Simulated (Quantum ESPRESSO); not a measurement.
# PbS (Galena) under changes of volume

One of the cells (26.086 Å³/atom); the others are scaled copies at fixed shape and fractional positions:

```
CELL_PARAMETERS angstrom
0.00000 2.96575 2.96575
2.96575 0.00000 2.96575
2.96575 2.96575 0.00000
ATOMIC_POSITIONS crystal
Pb 0.00000 0.00000 0.00000
S 0.50000 0.50000 0.50000
```

```yaml
Program: Quantum ESPRESSO 7.5
Functional: BP86
Dispersion: D3(BJ)
Potentials_or_basis: PseudoDojo 0.4 SR PBE stringent
Cutoff: 1225 eV
Density_cutoff: 4898 eV
k_mesh: 8 × 8 × 8
Occupations: fixed
Spin: no spin polarisation
```

| volume (Å³/atom) | energy over the lowest point (meV/atom) | pressure (GPa) | gap on the mesh (eV) |
| --- | --- | --- | --- |
| 24.521 | ? | ? | ? |
| 25.042 | 0.00 | 0.2 | 0.23 |
| 25.564 | 1.48 | -1.1 | 0.31 |
| 26.086 | 6.93 | -2.2 | 0.38 |
| 26.607 | 15.84 | -3.3 | 0.45 |
| 27.129 | 27.87 | -4.2 | 0.52 |
| 27.651 | 42.61 | -4.9 | 0.57 |

What does the run at 24.521 Å³/atom give?

Energy over the lowest point 2.93 meV/atom; pressure 1.6 GPa; gap on the mesh 0.14 eV.

Worked out: A Birch-Murnaghan fit of order 3 (a polynomial in V^(-2/3)) to the other rows has its minimum at 25.12 Å³/atom with B0 = V·E''(V) = 65 GPa and B' = 5.0. It gives 2.99 meV/atom at 24.521 Å³/atom, against the run's 2.93, and -dE/dV = 1.7 GPa, against 1.6. A straight line through the other rows of the gap, of slope 3.46 eV per unit of ln V (its deformation potential), extrapolates to 0.16 eV, against the run's 0.14.

Energies are extrapolated to zero smearing.

Caveats: the potentials were made for another functional, which shifts forces and pressure; spin-orbit coupling is left out, which as a rule narrows the gap of such compounds by several tenths of an eV.

A mesh can miss the band edges.
